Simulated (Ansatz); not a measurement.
`CC(C)[O][GaH2]` → `[GaH3]` + `CC(C)=O` at 500 K and 1 bar (β-hydride elimination).

Computed with Ansatz on PBE0-D4/def2-TZVP structures; ΔE is electronic, products minus reactants. CBS: MP2 limit from def2 TZ/QZ plus the TZ coupled-cluster correction, frozen cores. For Ga outer-core shells are correlated without core-valence functions, which leaves a few kJ/mol of doubt a bond. Scalar relativity is left out up to krypton. Each species was taken in one conformer, which may not be the lowest.

```csv
species,CCSD(T)/CBS energy (Eh),H − E (kJ/mol),S (J/(mol·K))
`CC(C)[O][GaH2]`,-2118.70028,345.1,433.2
`[GaH3]`,-1925.70545,69.3,243.1
`CC(C)=O`,-192.94016,255.7,350.0
```

H − E and S are ideal-gas, rigid-rotor, harmonic terms from PBE0-D4/def2-TZVP, for one conformer and one mirror image of each species. 1 Eh = 2625.50 kJ/mol, R = 8.31446 J/(mol·K).

Problem. By hand: ΔE, ΔH, ΔS and ΔG.

Solution. ΔE = (-1925.70545) + (-192.94016) − (-2118.70028) = 0.05467 Eh = 143.5 kJ/mol. Δ(H − E) = 69.3 + 255.7 − 345.1 = -20.1, so ΔH = 123.4 kJ/mol. ΔS = 243.1 + 350.0 − 433.2 = 159.9 J/(mol·K). ΔG = 123.4 − 500 × (159.9)/1000 = 43.5 kJ/mol.

Problem. By hand: the equilibrium constant, and the temperature at which ΔG would vanish if ΔH and ΔS stayed fixed.

Solution. log₁₀ K = −ΔG/(RT ln 10) = -4.5. ΔG = 0 at ΔH/ΔS = 772 K.

The number of gas molecules changes by +1, which sets the sign of ΔS. A doubt of 5 kJ/mol in ΔE shifts log₁₀ K by 0.5 here. Other conformers and mirror images would add mixing entropy, several J/(mol·K) or more a flexible species. Modes under 60 cm⁻¹, often nearly free rotors, make the harmonic entropy too high. These are equilibria of isolated gas molecules and say nothing of rates. Largest T1 diagnostic: 0.014 (customary marks: 0.02 for closed shells, 0.045 for open ones).
